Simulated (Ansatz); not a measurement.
# NaCl: the cost of one run

Computed with Ansatz 0.2.0 (DFT PBE, scalar-relativistic, plane waves, PAW, unless a step's input says otherwise).

**1. Starting point**

The structure is tetragonal, space group I-4m2 (No. 119). The conventional cell has a = 5.072 Å, b = 5.072 Å, c = 2.769 Å, α = 90.00°, β = 90.00°, γ = 90.00°. Around Na (site symmetry -4m2) lie 4 Cl at 2.63 Å and 2 Na at 2.77 Å. Cl (site symmetry -4m2) is surrounded by 4 Na at 2.63 Å.

As a file:

```cif
data_structure
_symmetry_space_group_name_H-M 'P 1'
_symmetry_Int_Tables_number 1
_cell_length_a 3.8442
_cell_length_b 3.8442
_cell_length_c 3.8442
_cell_angle_alpha 97.451
_cell_angle_beta 97.451
_cell_angle_gamma 137.787
_cell_volume 35.61
loop_
_atom_site_label
_atom_site_type_symbol
_atom_site_fract_x
_atom_site_fract_y
_atom_site_fract_z
_atom_site_occupancy
Na1 Na 0.00000 0.00000 0.00000 1
Cl1 Cl 0.25000 0.75000 0.50000 1
```

The cell is invented: 6-connected net, two elements spread over the vertices (I-4m2, No. 119). Its size is a rough estimate.

**2. A first look at the guess**

Input file input.yaml:

```yaml
crystal:
  lattice:
    - [-2.53591185, 2.53591185, 1.38432494]
    - [2.53591185, -2.53591185, 1.38432494]
    - [2.53591185, 2.53591185, -1.38432494]
  atoms:
    - { symbol: Na, position: [0.0, 0.0, 0.0] }
    - { symbol: Cl, position: [0.25, 0.75, 0.5] }
basis:
  ecutwfc: 420
kpoints:
  mp_grid: { grid: [8, 8, 8] }
hamiltonian:
  xc: pbe
scf:
  occupations: { method: gaussian, width: 0.1 }
  lower_state_search: "off"
output:
  forces: true
  stress: true
  eigenvalues: true
```

Started as:

```bash
ansatz run input.yaml --threads 1 --pin off --max-ram 2560MiB --backend cpu --events-out ev --progress --plain --runs-dir out
```

What time and memory should one allow on 1 thread of Arm Neoverse V2, shared host?

About 1.9 s, with a peak of 0.29 GiB.
